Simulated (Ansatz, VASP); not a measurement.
**ZnS (Wurtzite-4H): VASP beside Ansatz**

File INCAR:

```
SYSTEM = ZnS
PREC = Accurate
ENCUT = 600
EDIFF = 1E-6
ISMEAR = -1
SIGMA = 0.05
LREAL = .FALSE.
LASPH = .TRUE.
NELM = 100
ALGO = Fast
ISIF = 3
LWAVE = .FALSE.
LCHARG = .FALSE.
GGA = RP
IVDW = 12
IBRION = 2
NSW = 40
EDIFFG = -0.02
```

File KPOINTS:

```
regular mesh
0
G
  8 8 3
  0 0 0
```

Contents of POSCAR:

```
ZnS
1.0
    3.8227000000      0.0000000000      0.0000000000
   -1.9113500000      3.3105553110      0.0000000000
    0.0000000000      0.0000000000     12.5200000000
Zn S
4 4
Direct
    0.6666666667      0.3333333333      0.7500000000
    0.3333333333      0.6666666667      0.2500000000
    0.0000000000      0.0000000000      0.5000000000
    0.0000000000      0.0000000000      0.0000000000
    0.6666666667      0.3333333333      0.9375000000
    0.3333333333      0.6666666667      0.4375000000
    0.0000000000      0.0000000000      0.6875000000
    0.0000000000      0.0000000000      0.1875000000
```

The input input.yaml:

```yaml
crystal:
  lattice:
    - [3.8227, 0.0, 0.0]
    - [-1.91135, 3.310555311, 0.0]
    - [0.0, 0.0, 12.52]
  atoms:
    - { symbol: Zn, position: [0.6666666667, 0.3333333333, 0.75] }
    - { symbol: Zn, position: [0.3333333333, 0.6666666667, 0.25] }
    - { symbol: Zn, position: [0.0, 0.0, 0.5] }
    - { symbol: Zn, position: [0.0, 0.0, 0.0] }
    - { symbol: S, position: [0.6666666667, 0.3333333333, 0.9375] }
    - { symbol: S, position: [0.3333333333, 0.6666666667, 0.4375] }
    - { symbol: S, position: [0.0, 0.0, 0.6875] }
    - { symbol: S, position: [0.0, 0.0, 0.1875] }
hamiltonian:
  xc: rpbe
  pseudopotentials: { kind: paw }
  dispersion: d3bj
kpoints:
  mp_grid: { grid: [8, 8, 3] }
scf:
  occupations: { method: fermi_dirac, width: 0.05 }
output:
  forces: true
  stress: true
  eigenvalues: true
relax:
  f_tol: 0.01
  max_steps: 40
  cell: { stress_tol: 0.05 }
```

Alike in both runs: task relaxation of cell and atoms; functional RPBE; dispersion D3(BJ); k mesh 8 × 8 × 3; occupations fermi-dirac, width 0.05 eV; no spin polarisation.

|  | VASP | Ansatz |
| --- | --- | --- |
| version | VASP 6.6.1 | Ansatz 0.2.0 |
| potentials or method | VASP PAW PBE potentials, release 64 (Zn, S) | Ansatz PAW |
| plane-wave cutoff (eV) | 600 | 420 |
| valence electrons in the cell | 72 | 72 |

|  | VASP | Ansatz | Ansatz less VASP |
| --- | --- | --- | --- |
| gap on the k mesh at the Fermi level, each at its own relaxed structure (eV) | 2.69 | 2.69 | +0.008 |
| relaxed volume (Å³/atom) | 18.19 | 18.13 | -0.060 |
| relaxed cell length with the largest relative difference (Å) | 3.718 | 3.713 | -0.0043 |
| energy change over the relaxation (meV/atom) | -34 | -35 | -1.6 |

Caveats: the PAW data sets were made with another functional, which shifts forces and pressure a little (VASP); an odd mesh through Γ misses points on the zone boundary, where band edges often lie (VASP); odd divisions of the mesh miss points on the zone boundary, where band edges often lie, so the gap on the mesh can be too wide (Ansatz); the plane-wave basis is chosen anew once the cell has moved, so the energies of steps on either side of that aren't comparable (Ansatz); the PAW data sets come from PBE, with cores solved anew for the run's functional, which leaves a small shift of forces and pressure (Ansatz).
